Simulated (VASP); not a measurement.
KF (Carobbiite): relaxation of cell and atoms with LDA

KF (Carobbiite):

```xyz
2
Lattice="0.0000 2.6719 2.6719 2.6719 0.0000 2.6719 2.6719 2.6719 0.0000" Properties=species:S:1:pos:R:3 pbc="T T T"
K     0.0000    0.0000    0.0000
F     2.6719    2.6719    2.6719
```

```json
{
  "Program": "VASP 6.6.1",
  "Task": "relaxation of cell and atoms",
  "Functional": "LDA",
  "Potentials or basis": "VASP PAW LDA potentials, release 64 (K_sv, F)",
  "Cutoff": "600 eV",
  "k mesh": "10 × 10 × 10",
  "Occupations": "gaussian, width 0.03 eV",
  "Spin": "no spin polarisation",
  "Further INCAR settings": "ALGO = Normal; EDIFF = 1e-06; IBRION = 2; EDIFFG = -0.01; NSW = 90; ISIF = 3"
}
```

```json
{"Relaxed volume": "17.24 Å³/atom", "Relaxed cell": "a = 3.653 Å, b = 3.653 Å, c = 3.653 Å, α = 60.00°, β = 60.00°, γ = 60.00°", "Space group after relaxing (to 0.05 Å)": "Fm-3m (No. 225)", "Energy gained by relaxing": "21.8 meV/atom", "Ionic steps": "4", "Pressure after relaxing": "0.0 GPa", "Band gap on the k mesh": "6.34 eV, direct"}
```

Step by step:
```csv
step,energy change (eV),largest force (eV/Å),pressure (GPa),volume (Å³)
1,0.0000,0.0000,-3.43,38.15
2,-0.0359,0.0000,-1.64,35.94
3,-0.0435,0.0000,-0.19,34.65
4,-0.0436,0.0000,0.00,34.48
```

Final structure:
```cif
data_structure
_symmetry_space_group_name_H-M 'P 1'
_symmetry_Int_Tables_number 1
_cell_length_a 3.6534
_cell_length_b 3.6534
_cell_length_c 3.6534
_cell_angle_alpha 60.000
_cell_angle_beta 60.000
_cell_angle_gamma 60.000
_cell_volume 34.48
loop_
_atom_site_label
_atom_site_type_symbol
_atom_site_fract_x
_atom_site_fract_y
_atom_site_fract_z
_atom_site_occupancy
K1 K 0.00000 0.00000 0.00000 1
F1 F 0.50000 0.50000 0.50000 1
```

Levels at points of the mesh, in eV from the valence-band top:
| k point | band 6 | band 7 | band 8 | band 9 | band 10 | band 11 |
| --- | --- | --- | --- | --- | --- | --- |
| (0.00, 0.00, 0.00) | 0.00 | 0.00 | 0.00 | 6.34 | 10.77 | 10.77 |
| (0.50, 0.00, 0.00) | -0.97 | -0.46 | -0.46 | 9.19 | 10.98 | 12.45 |
| (0.50, 0.50, 0.00) | -0.14 | -0.02 | -0.02 | 7.95 | 10.70 | 12.21 |

Wall time 31 s on 1 thread of Intel(R) Xeon(R) 6975P-C (Granite Rapids) (shared host), peak memory 0.17 GiB.

A k mesh can miss the band edges. LDA usually gives volumes a few per cent too small.
